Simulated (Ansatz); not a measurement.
**Ta2NOS MXene monolayer in a perpendicular field**

What dipole does a perpendicular field induce in the Ta2NOS MXene monolayer? A positive field points along +c.

Main program and level: Ansatz 0.2.0; plane-wave DFT, LDA, Ansatz PAW.

**1. Starting point**

The cell holds 5 atoms: 1 S, 2 Ta, 1 N and 1 O. Cell: a = 3.155 Å, b = 3.155 Å, c = 42.033 Å, α = 90.0°, β = 90.0°, γ = 120.0°. Vacuum lies along c.

Structure file:

```cif
data_structure
_symmetry_space_group_name_H-M 'P 1'
_symmetry_Int_Tables_number 1
_cell_length_a 3.1546
_cell_length_b 3.1546
_cell_length_c 42.0329
_cell_angle_alpha 90.000
_cell_angle_beta 90.000
_cell_angle_gamma 120.000
_cell_volume 362.25
loop_
_atom_site_label
_atom_site_type_symbol
_atom_site_fract_x
_atom_site_fract_y
_atom_site_fract_z
_atom_site_occupancy
S1 S 0.33333 0.66667 0.43418 1
Ta2 Ta 0.66667 0.33333 0.47766 1
N3 N 0.00000 0.00000 0.50727 1
Ta4 Ta 0.33333 0.66667 0.53688 1
O5 O 0.66667 0.33333 0.56582 1
```

**2. Relaxing the slab**

The starting cell is a guess, so the in-plane lattice and the atoms are relaxed first, with the slab cut off from its images along the normal.

input.yaml

```yaml
crystal:
  lattice:
    - [3.15458, 0.0, 0.0]
    - [-1.57729, 2.7319464183, 0.0]
    - [0.0, 0.0, 42.0329259406]
  atoms:
    - { symbol: S, position: [0.3333333333, 0.6666666667, 0.434183431] }
    - { symbol: Ta, position: [0.6666666667, 0.3333333333, 0.4776581188], spin: 1.0 }
    - { symbol: "N", position: [0.0, 0.0, 0.5072709328] }
    - { symbol: Ta, position: [0.3333333333, 0.6666666667, 0.536883747], spin: 1.0 }
    - { symbol: O, position: [0.6666666667, 0.3333333333, 0.565816569] }
  periodic: [true, true, false]
magnetization:
  spin_polarized: true
kpoints:
  mp_grid: { grid: [12, 12, 1] }
hamiltonian:
  xc: lda
scf:
  occupations: { method: fermi_dirac, width: 0.05 }
  convergence: { dr2_threshold: 1.0e-09 }
relax:
  f_tol: 0.004
  max_steps: 90
  cell: {}
output:
  write_potential: true
  write_density: true
  volumetric_format: npy
```

The run is started by

```
$ ansatz run input.yaml --threads 4 --pin off --max-ram 6144MiB --backend cpu --events-out ev --progress --plain --runs-dir out
```

Numbers of over 12 decimals in the logs are rounded to 6 here.

The program printed:

```text
Warning: relax.cell: scf.convergence.dr2_threshold = 1e-9 eV is looser than the 2.07235169745e-10 eV advised for a relaxation that steers and ends on the stress (1e-10 eV for each atom of the cell: 5, times the square of relax.cell.stress_2d_tol = 0.05 N/m over 15.5 Å (the atoms' height at the walk's start and 5 Å past either face), 3.219e-2 GPa, over a crystal's default 0.05). What an SCF threshold leaves in a stress goes as its square root, and in the free energy as the threshold itself, and one threshold admits the most on a small cell: [figures from the program's tests cut] Set scf.convergence.dr2_threshold to 2.07235169745e-10 eV or tighter. [rest of the remark cut]
Engine: ansatz 0.2.0, x86_64-unknown-linux-gnu
Pseudopotentials: kind: paw
Pseudopotential: S, paw, valence charge 6, recommended cutoff 420 eV (normal), S.paw.azcp
Pseudopotential: Ta, paw, valence charge 13, recommended cutoff 420 eV (normal), Ta.paw.azcp
Pseudopotential: N, paw, valence charge 5, recommended cutoff 420 eV (normal), N.paw.azcp
Pseudopotential: O, paw, valence charge 6, recommended cutoff 420 eV (normal), O.paw.azcp
Functional definition: SPW92
  exchange = slater_x
  correlation = pw_c
Crystal: 5 atoms, lattice volume = 362.246 Å³
Basis set: ecut = 420 eV, 6993 PW (Γ)
Bands: 28, of which v1, the nominal top of the filled ones, is band 22 counted from 1 (21 counted from 0)
Symmetry: 6 space group operations
Space group: P3m1 (ITA 156), of the structure as read, at distance tolerance 7.1e-5 Å
Magnetic group: BNS 156.49 (UNI 1279), of the structure as read, at distance tolerance 7.1e-5 Å
k-points: 19 of 144 (time reversal used)
Non-local potential: S, projectors of the file, l = 0: 2, l = 1: 2, l = 2: 2
Non-local potential: Ta, projectors of the file, l = 0: 3, l = 1: 2, l = 2: 2, l = 3: 1
Non-local potential: N, projectors of the file, l = 0: 2, l = 1: 2, l = 2: 1
Non-local potential: O, projectors of the file, l = 0: 2, l = 1: 2, l = 2: 1
PAW form: soft (Blöchl's): semilocal exchange-correlation on the pseudo side does not see the compensation charge
PAW frozen core: S, regenerated for the run's functional, and the local potential with it (the file was generated under x = pbe(κ = 0.804, μ = 0.219515), c = pbe(β = 0.066725))
PAW frozen core: Ta, regenerated for the run's functional, and the local potential with it (the file was generated under x = pbe(κ = 0.804, μ = 0.219515), c = pbe(β = 0.066725))
PAW frozen core: N, regenerated for the run's functional, and the local potential with it (the file was generated under x = pbe(κ = 0.804, μ = 0.219515), c = pbe(β = 0.066725))
PAW frozen core: O, regenerated for the run's functional, and the local potential with it (the file was generated under x = pbe(κ = 0.804, μ = 0.219515), c = pbe(β = 0.066725))
PAW one-centre angular grid: S, 110 points (default); XC on 64 Gauss nodes
PAW one-centre angular grid: Ta, 590 points (default); XC on 64 Gauss nodes
PAW one-centre angular grid: N, 110 points (default); XC on 64 Gauss nodes
PAW one-centre angular grid: O, 110 points (default); XC on 64 Gauss nodes
Initial density: superposition of atomic densities (neutral atoms: chi_scale 0, normalization atom)
Starting moments: Σ|m| = 2 μB on 2 of 5 sites
Initial wavefunctions: pseudopotential atomic-orbital guess
Functional: x = slater, c = lda
SCF iter   1: F=—  HF=-21170.896759 eV  |F-HF|=—  |Δ(HF+E_count)|=         —  Δρ=2.78e-2 (↑2.78e-2 ↓2.46e-2)  dr2=1.21e1  dr2_m=1.54e-1  M=0.571 μB ∫|m|=0.719 μB  β_m=0.30  ethr=3.10e-3  ⟨swp⟩=15.0  Hψ=8434  notcnv=0
Mixer restart at iter 1: flushing history
preconditioner: auto → LDOS  [metal: Δε(μ)=0.044 eV  Ē_g=10.533 eV  σ=0.050 eV  W_gap=0.22  n_scr=24 (ndim 8)  ℏωp=10.1 eV  f_vac=0.783  D(μ)=2.35/eV (n_scr^D=14)]
spin=Collinear: LDOS preconditioning applied to the charge; magnetization (m = ρ↑ − ρ↓) channel mixes plain (no charge-response kernel on spin).
SCF iter   2: F=—  HF=-21169.028514 eV  |F-HF|=—  |Δ(HF+E_count)|=    1.87e0  Δρ=1.72e-2 (↑1.72e-2 ↓1.44e-2)  dr2=4.50e0  dr2_m=1.00e-1  M=0.394 μB ∫|m|=0.563 μB  β_m=0.52  ethr=3.10e-3  ⟨swp⟩=3.5  Hψ=2421  notcnv=0  defer=26
SCF iter   3: F=—  HF=-21168.113331 eV  |F-HF|=—  |Δ(HF+E_count)|=   9.15e-1  Δρ=3.67e-3 (↑3.67e-3 ↓3.07e-3)  dr2=8.22e-2  dr2_m=1.25e-2  M=0.156 μB ∫|m|=0.259 μB  β_m=0.60  ethr=3.10e-3  ⟨swp⟩=5.3  Hψ=3020  notcnv=0  defer=27
SCF iter   4: F=—  HF=-21168.165763 eV  |F-HF|=—  |Δ(HF+E_count)|=         —  Δρ=1.87e-3 (↑1.87e-3 ↓1.59e-3)  dr2=8.76e-3  dr2_m=7.17e-3  M=0.014 μB ∫|m|=0.062 μB  β_m=0.60  ethr=1.91e-4  ⟨swp⟩=4.3  Hψ=2851  notcnv=0  defer=21
SCF iter   5: F=—  HF=-21168.164860 eV  |F-HF|=—  |Δ(HF+E_count)|=   9.03e-4  Δρ=6.28e-4 (↑6.28e-4 ↓5.99e-4)  dr2=2.94e-4  dr2_m=1.11e-3  M=0.005 μB ∫|m|=0.028 μB  β_m=0.73  ethr=2.04e-5  ⟨swp⟩=3.8  Hψ=2379  notcnv=0  defer=21
SCF iter   6: F=—  HF=-21168.165235 eV  |F-HF|=—  |Δ(HF+E_count)|=   3.75e-4  Δρ=1.64e-4 (↑1.64e-4 ↓1.41e-4)  dr2=1.82e-4  dr2_m=5.46e-5  M=0.000 μB ∫|m|=0.008 μB  β_m=0.72  ethr=6.84e-7  ⟨swp⟩=3.6  Hψ=2600  notcnv=0  defer=21
SCF iter   7: F=—  HF=-21168.165228 eV  |F-HF|=—  |Δ(HF+E_count)|=   7.16e-6  Δρ=6.21e-5 (↑4.79e-5 ↓6.21e-5)  dr2=2.14e-5  dr2_m=8.01e-6  M=-0.000 μB ∫|m|=0.003 μB  β_m=0.76  ethr=4.22e-7  ⟨swp⟩=3.4  Hψ=2147  notcnv=0  defer=21
SCF iter   8: F=—  HF=-21168.165233 eV  |F-HF|=—  |Δ(HF+E_count)|=   5.29e-6  Δρ=1.72e-5 (↑1.72e-5 ↓1.38e-5)  dr2=2.51e-7  dr2_m=7.32e-7  M=-0.000 μB ∫|m|=0.001 μB  β_m=0.88  ethr=4.98e-8  ⟨swp⟩=3.5  Hψ=2209  notcnv=0  defer=21
SCF iter   9: F=—  HF=-21168.165234 eV  |F-HF|=—  |Δ(HF+E_count)|=   9.30e-7  Δρ=3.98e-6 (↑3.94e-6 ↓3.98e-6)  dr2=1.98e-7  dr2_m=1.26e-8  M=-0.000 μB ∫|m|=0.000 μB  β_m=0.77  ethr=5.85e-10  ⟨swp⟩=4.5  Hψ=3049  notcnv=0  defer=21
SCF iter  10: F=—  HF=-21168.165234 eV  |F-HF|=—  |Δ(HF+E_count)|=   5.13e-8  Δρ=8.65e-7 (↑5.70e-7 ↓8.65e-7)  dr2=3.03e-9  dr2_m=8.64e-10  M=-0.000 μB ∫|m|=0.000 μB  β_m=0.82  ethr=4.60e-10  ⟨swp⟩=2.9  Hψ=2094  notcnv=0  defer=21
SCF iter  11: F=—  HF=-21168.165234 eV  |F-HF|=—  |Δ(HF+E_count)|=   1.10e-8  Δρ=4.40e-7 (↑4.40e-7 ↓2.14e-7)  dr2=1.56e-9  dr2_m=7.00e-11  M=-0.000 μB ∫|m|=0.000 μB  β_m=0.76  ethr=7.04e-12  ⟨swp⟩=4.4  Hψ=3103  notcnv=0  defer=21
iter 12 did not close the SCF: its close was put off for the exchange–correlation potential of the local minority spin (scf_convergence_deferred on its scf_iter line)
[...]
relax step   6: F+E_penalty+E_count = -21169.03383823 eV  Δ(F+E_penalty+E_count) = +1.374e-4 eV  max|allowed force component| = 2.887e-2 eV/Å  Δτ_max = 0.0041 Å  P = -0.041 N/m  Ω = 362.533 Å³  energy of the carried Pulay correction = -1.570e-4 eV  fix = [c, alpha, beta]  reactions: c -0.000 N/m  (10 SCF iters, accepted)
[...]
relax step   7: F+E_penalty+E_count = -21169.03391287 eV  Δ(F+E_penalty+E_count) = -7.464e-5 eV  max|allowed force component| = 1.828e-3 eV/Å  Δτ_max = 0.0008 Å  P = +0.007 N/m  Ω = 362.429 Å³  energy of the carried Pulay correction = -1.002e-4 eV  fix = [c, alpha, beta]  reactions: c +0.000 N/m  (9 SCF iters, accepted)
Initial wavefunctions: pseudopotential atomic-orbital guess (no wavefunctions were taken with the density)
iter 1 solved again at ethr=1.82e-7 eV; its pass at ethr=3.10e-3 eV (dr2=7.84e-5 eV) is discarded
SCF iter   1: F=—  HF=-21169.033864 eV  |F-HF|=—  |Δ(HF+E_count)|=         —  Δρ=5.22e-6 (↑5.22e-6 ↓5.22e-6)  dr2=9.83e-9  dr2_m=7.82e-13  M=0.000 μB ∫|m|=0.000 μB  β_m=0.65  ethr=1.82e-7  ⟨swp⟩=7.8  Hψ=15354  notcnv=0
eigensolver tolerance schedule: the retry pair's looser diagonalisation over-reported the residual by 7980.46 of it (diagonalisation noise at 0.89 of the residual, at the tolerance the schedule requests for it); recorded, not acted on — ethr = c·dr2/N_el stays at c = 1.0e-1
preconditioner: auto → Resta (q_TF=auto, 1.912 Å⁻¹)  ε∞=2.0  [insulator: Δε(μ)=0.131 eV  Ē_g=10.135 eV  σ=0.050 eV  W_gap=0.55  n_scr=24 (ndim 8)  ℏωp=10.1 eV  f_vac=0.801  D(μ)=1.14/eV (n_scr^D=10)  ε∞_Penn≈2.0  vacuum switching on, ρ_ref=7.4e-3 e/Å³]
spin=Collinear: Resta preconditioning applied to the charge; magnetization (m = ρ↑ − ρ↓) channel mixes plain (no charge-response kernel on spin).
SCF iter   2: F=—  HF=-21169.033954 eV  |F-HF|=—  |Δ(HF+E_count)|=   9.01e-5  Δρ=1.86e-6 (↑1.86e-6 ↓1.86e-6)  dr2=2.85e-9  dr2_m=1.30e-13  M=-0.000 μB ∫|m|=0.000 μB  β_m=0.57  ethr=2.28e-11  ⟨swp⟩=6.9  Hψ=4859  notcnv=0
SCF iter   3: F=—  HF=-21169.033977 eV  |F-HF|=—  |Δ(HF+E_count)|=   2.24e-5  Δρ=8.48e-7 (↑8.48e-7 ↓8.48e-7)  dr2=1.48e-9  dr2_m=3.55e-14  M=-0.000 μB ∫|m|=0.000 μB  β_m=0.57  ethr=6.62e-12  ⟨swp⟩=4.4  Hψ=2539  notcnv=0
SCF iter   4: F=—  HF=-21169.033989 eV  |F-HF|=—  |Δ(HF+E_count)|=   1.20e-5  Δρ=2.48e-7 (↑2.48e-7 ↓2.48e-7)  dr2=4.39e-9  dr2_m=5.05e-15  M=-0.000 μB ∫|m|=0.000 μB  β_m=0.45  ethr=3.45e-12  ⟨swp⟩=4.1  Hψ=2359  notcnv=0
SCF iter   5: F=-21169.033990 eV  HF=-21169.033990 eV  |F-HF|=6.48e-7  |Δ(HF+E_count)|=   1.03e-6  Δρ=1.24e-7 (↑1.23e-7 ↓1.24e-7)  dr2=2.56e-10  dr2_m=2.42e-15  M=-0.000 μB ∫|m|=0.000 μB  ethr=2.33e-12  ⟨swp⟩=16.3  Hψ=9912  notcnv=0
the starting moments were not kept: the SCF closed with an absolute magnetisation of 2.2e-8 μB, where they sum to 2 μB in size (2 sites). That is at most 0.1 of that sum. Measured as dr2_m measures the in/out step, that magnetisation stands 1.9e-16 eV from none, at or under the dr2_threshold of 1.0e-9 eV: it is no larger than a step whose dr2_m would equal this threshold.
SCF 8 converged in 5 iterations: F = -21169.033990 eV  dr2 = 2.56e-10
relax step   8: F+E_penalty+E_count = -21169.03399028 eV  Δ(F+E_penalty+E_count) = -7.741e-5 eV  max|allowed force component| = 1.823e-3 eV/Å  Δτ_max = 0.0000 Å  P = -0.000 N/m  Ω = 362.429 Å³  fix = [c, alpha, beta]  reactions: c -0.000 N/m  stress off target by 3.05e-4 N/m on what of the cell is left free  SCF on the basis re-selected at this cell (its energy is not comparable with the rows above)  (5 SCF iters)
basis re-selected at this cell: Δ(F+E_penalty+E_count) = -7.741e-5 eV, ΔP = -0.008 N/m vs the last step (what re-selecting the basis moved, of the pressure what is left beyond the Pulay correction that the steps carried, after the strain that the cell walked since its last selection, with what the two solves' SCF thresholds leave and, on support functions, any second-order correction that the steps lacked; it is no m [...]
WARN: The output density's exchange-correlation potential varies sharply where the density is thin. Do not read a vacuum level from v_tot or v_xc, or from such a field of the output density. On a cell that repeats whose density bears no net charge and no dipole along the vacuum's axis use v_es (v_loc + v_h of the components); under efield.dipole_correction with no amplitude use v_es + v_field, which holds any externa [...]
SCF converged after 5 iterations
Magnetization: -0.0000 μB (21.5000 up, 21.5000 down)
Absolute magnetization: 0.0000 μB (∫|ρ↑−ρ↓|, with the PAW one-centre terms)
Spin contamination: 0.0000 ħ² per cell (⟨S²⟩ above its minimum at these occupations)
Per-site moments (μB) at R_I (Å): [(-6.169531655614104e-10, 1.003470), (3.394794302302582e-11, 0.904138), (-8.635471238009152e-9, 0.878483), (-3.563618495101563e-10, 0.862296), (4.9702071520358245e-9, 0.862296)]
Free energy (F): -21169.033990 eV
Harris-Foulkes:  -21169.033990 eV  (|F-HF|=6.48e-7)
Internal energy: -21169.024434 eV  (E = F + TS)
E sigma→0 (E₀):  -21169.029212 eV
Entropy (-TS):   -0.009556 eV (-1.911 meV/atom)
Fermi energy:    -5.269838 eV
--- Per-component energies (eV) ---
  E_band       = -1138.280931
  E_kinetic    = 1152.981888
  E_local      = -168435.226264  (includes V_loc(G=0)·N_el)
  E_nonlocal   = 167.480398
  E_hartree    = 83472.812518
  E_xc         = -665.073231
  E_vxc        = -669.157017  (∫ρ·V_xc dr)
  E_paw        = -17132.924269  (= ΣΔE_a)
  E_vpaw       = -299.989080  (= ΣTr[D̂ρ^β])
  E_aug_tail   = 0.002925  (compensation charges beyond the density's cutoff)
  E_ewald      = 80270.073632
  E_core_change = 0.847969  (= ΣΔE_core)
  E_smearing   = -0.009556  (= −TS)
  E_closure    = -0.000000  (closes the sum)
  Σ components = -21169.033990   (vs F -21169.033990, Δ=0.00e0)
--- Forces (eV/Å), atoms counted from 1 ---
  atom   1  S      0.00000000     0.00000000    -0.00054858
  atom   2  Ta     0.00000000    -0.00000000    -0.00100931
  atom   3  N     -0.00000000    -0.00000000    -0.00014902
  atom   4  Ta     0.00000000    -0.00000000     0.00176350
  atom   5  O      0.00000000    -0.00000000    -0.00035556
  max |Σ_I F_I| component: 2.99e-4 eV/Å
--- 2D stress c σ (N/m, compression-positive) ---
       -0.000305       0.000000       0.000000
       -0.000000      -0.000305      -0.000000
        0.000000      -0.000000      -0.000000
  P = ½ c Tr σ = -0.0003 N/m
--- Band table (eV; the first three rows and the last of 38) ---
  k-point 0 ↑: bands = [... 18 lower, -6.9419, -6.9419, -6.4858, -6.4858, -5.9632, -4.2621, -3.8620, -3.8620, ... 2 higher]
  k-point 1 ↑: bands = [... 18 lower, -7.5094, -7.2666, -6.4990, -6.0371, -5.6751, -4.2303, -3.7730, -3.6595, ... 2 higher]
  k-point 2 ↑: bands = [... 18 lower, -7.9896, -7.5086, -6.9755, -5.5004, -5.1813, -4.1082, -3.3857, -3.2318, ... 2 higher]
  k-point 18 ↓: bands = [... 18 lower, -9.7585, -9.1517, -5.7626, -5.0455, -4.7411, -3.0359, -2.6760, -2.2402, ... 2 higher]
  the weakly bound empty levels are not read free of the cell's end (no_gap_told)
--- Relaxed structure (7 steps of the walk, 7 accepted, 1 SCFs on fresh bases) ---
  F+E_penalty+E_count = -21169.03399028 eV   max|allowed force component| = 1.823e-3 eV/Å   (the final SCF, on the basis selected at the relaxed cell)
  cell:  # Å, volume = 362.4289 Å³
    - [3.155377, 0, 0]
    - [-1.577689, 2.732637, 0]
    - [0, 0, 42.0329259406]
  atoms:
    - { symbol: S, position: [0.333333, 0.666667, 0.440907] }
    - { symbol: Ta, position: [0.666667, 0.333333, 0.479261] }
    - { symbol: N, position: [2.8070683269569633e-19, 5.614136653914593e-19, 0.508257] }
    - { symbol: Ta, position: [0.333333, 0.666667, 0.534499] }
    - { symbol: O, position: [0.666667, 0.333333, 0.558889] }
```

Wall time 52 s (4 threads of Intel Xeon 6975P-C (Granite Rapids), shared host); peak memory 0.99 GiB.

Step by step:

| step | energy less that of the first step (eV) | largest force component (eV/Å) | volume (Å³) |
| --- | --- | --- | --- |
| 1 | 0.0000 | 3.0220 | 362.25 |
| 2 | -0.7591 | 0.9112 | 358.14 |
| 3 | -0.7873 | 1.2177 | 368.97 |
| 4 | -0.8678 | 0.1955 | 361.98 |
| 5 | -0.8687 | 0.0407 | 362.04 |
| 6 | -0.8686 | 0.0289 | 362.53 |
| 7 | -0.8687 | 0.0018 | 362.43 |
| 8* | -0.8688 | 0.0018 | 362.43 |

Relaxation steps marked * repeat the geometry before them on a plane-wave basis chosen anew for their cell, so energy and pressure can jump there.

The run keeps the 6 symmetry operations that it works with, so distortions that break them were not tested.

| cell as run | before | after | change |
| --- | --- | --- | --- |
| a (Å) | 3.155 | 3.155 | +0.0 % |
| b (Å) | 3.155 | 3.155 | +0.0 % |

The atoms that moved most (Å, along periodic axes as changes of fractional coordinates times the final cell, across vacuum about the mean position):

| atom | dx | dy | dz | length |
| --- | --- | --- | --- | --- |
| O5 | 0.000 | 0.000 | -0.291 | 0.291 |
| S1 | 0.000 | 0.000 | 0.283 | 0.283 |
| Ta4 | 0.000 | 0.000 | -0.100 | 0.100 |
| Ta2 | 0.000 | 0.000 | 0.067 | 0.067 |
| N3 | 0.000 | 0.000 | 0.041 | 0.041 |

Final coordinates:

```xyz
5
Lattice="3.1554 0.0000 0.0000 -1.5777 2.7326 0.0000 0.0000 0.0000 42.0329" Properties=species:S:1:pos:R:3
S     0.0000    1.8218   18.5326
Ta    1.5777    0.9109   20.1448
N     0.0000    0.0000   21.3635
Ta    0.0000    1.8218   22.4665
O     1.5777    0.9109   23.4917
```

This step gave:

```yaml
energy_at_zero_smearing: -21169.0292 eV
```

The lattice constant a goes from 3.155 to 3.155 Å.

[end of part 1 of 3]

[Logs are printed without paths, hosts, clocks, repeated set-up lines and the standing remarks that a program may print on its own settings, such as how far it seeks lower states.]

[Hosts, paths, dates, database ids (printed as entryN), source tags and the programs' standing remarks are cut or masked in the printed files.]

[Maps of the electrostatic potential energy from Ansatz leave out the sawtooth potential of an applied field or a dipole correction, so their vacuum need not be flat; planar profiles and work functions include it.]
